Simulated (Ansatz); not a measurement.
TiPbO3 (Pm-3m): the size of the finite step

```xyz
5
Lattice="3.9350 0.0000 0.0000 0.0000 3.9350 0.0000 0.0000 0.0000 3.9350" Properties=species:S:1:pos:R:3 pbc="T T T"
Ti    1.9675    1.9675    1.9675
Pb    0.0000    0.0000    0.0000
O     0.0000    1.9675    1.9675
O     1.9675    0.0000    1.9675
O     1.9675    1.9675    0.0000
```

The conventional cell has a = 3.935 Å, b = 3.935 Å, c = 3.935 Å, α = 90.00°, β = 90.00°, γ = 90.00°. Around Ti (atom 1) lie 6 O at 1.97 Å. Pb (atom 2) has 12 O at 2.78 Å as nearest neighbours. O (atom 3) is surrounded by 2 Ti at 1.97 Å.

Computed, not measured; unless marked otherwise by r²SCAN, PAW on Ansatz 0.2.0's default frozen-core files (fitted under PBE), scalar-relativistic. k mesh 6×6×6, strains of ±0.008, fixed occupations, cutoff 500 eV. The cell was relaxed by PAW under this functional.

(1) Elastic constants come from stresses at strains of ±0.008 (two-point stencil): C11 = 320.4, C12 = 129.2, C44 = 108.6 GPa. What does an amplitude of 0.0002 give?

Answers

(1) C11 = 321.1, C12 = 130.3, C44 = 109.5 GPa. Nothing moves by 1 %. Steps under 0.001 aren't safe in general, since the basis can change from cell to cell and the noise grows as 1/δ.

Known limits: frozen-core PAW files fitted under PBE, their cores solved anew for the functional of the run; no spin-orbit coupling on heavy atoms; cubic perovskites of this kind tilt or polarise below some temperature, which these cells can't show.
